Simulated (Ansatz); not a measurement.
# Al2Ru: the cost of one run

Method: DFT r2SCAN, scalar-relativistic, plane waves, PAW, in Ansatz 0.2.0.

1 further run of the same task is left out (set aside as unsound or not needed).

## 1. The starting structure

Symmetry: Fddd, No. 70, orthorhombic system. The conventional cell has a = 4.707 Å, b = 7.979 Å, c = 8.783 Å, α = 90.00°, β = 90.00°, γ = 90.00°. Around Al (site symmetry 2) lie 5 Ru at 2.57 to 2.72 Å and 5 Al at 2.60 to 2.73 Å. Ru (site symmetry 222) is surrounded by 10 Al at 2.57 to 2.72 Å.

As a file:

```cif
data_structure
_symmetry_space_group_name_H-M 'P 1'
_symmetry_Int_Tables_number 1
_cell_length_a 5.9330
_cell_length_b 4.9823
_cell_length_c 4.6319
_cell_angle_alpha 76.114
_cell_angle_beta 54.608
_cell_angle_gamma 49.278
_cell_volume 82.46
loop_
_atom_site_label
_atom_site_type_symbol
_atom_site_fract_x
_atom_site_fract_y
_atom_site_fract_z
_atom_site_occupancy
Al1 Al 0.07905 0.42095 0.07905 1
Al2 Al 0.42095 0.07905 0.42095 1
Al3 Al 0.17095 0.82905 0.17095 1
Al4 Al 0.82905 0.17095 0.82905 1
Ru1 Ru 0.75000 0.75000 0.75000 1
Ru2 Ru 0.50000 0.50000 0.50000 1
```

It goes back to an entry of the Materials Project, which need not be the stable form.

It is the result of an earlier relaxation at this level (volume 13.74 Å³/atom; gap on the mesh: 0.18 eV).

## 2. The undisturbed cell

File input.yaml:

```yaml
crystal:
  lattice:
    - [0.0, 3.9895070001, 4.3914546631]
    - [2.3533615954, 0.0, 4.3914546631]
    - [2.3533615954, 3.9895070001, 0.0]
  atoms:
    - { symbol: Al, position: [0.0790459565, 0.4209540435, 0.0790459565] }
    - { symbol: Al, position: [0.4209540435, 0.0790459565, 0.4209540435] }
    - { symbol: Al, position: [0.1709540435, 0.8290459565, 0.1709540435] }
    - { symbol: Al, position: [0.8290459565, 0.1709540435, 0.8290459565] }
    - { symbol: Ru, position: [0.75, 0.75, 0.75] }
    - { symbol: Ru, position: [0.5, 0.5, 0.5] }
basis:
  ecutwfc: 500
kpoints:
  mp_grid: { grid: [10, 10, 10] }
hamiltonian:
  xc: r2scan
scf:
  occupations: { method: gaussian, width: 0.03 }
output:
  forces: true
  stress: true
  eigenvalues: true
```

Run with:

```bash
$ ansatz run input.yaml --threads 2 --pin off --max-ram 5120MiB --backend cpu --events-out ev --progress --plain --runs-dir out
```

What time and memory should one allow on 2 threads of Intel Xeon 6975P-C (Granite Rapids), shared host?

About 12 s, with a peak of 0.94 GiB.
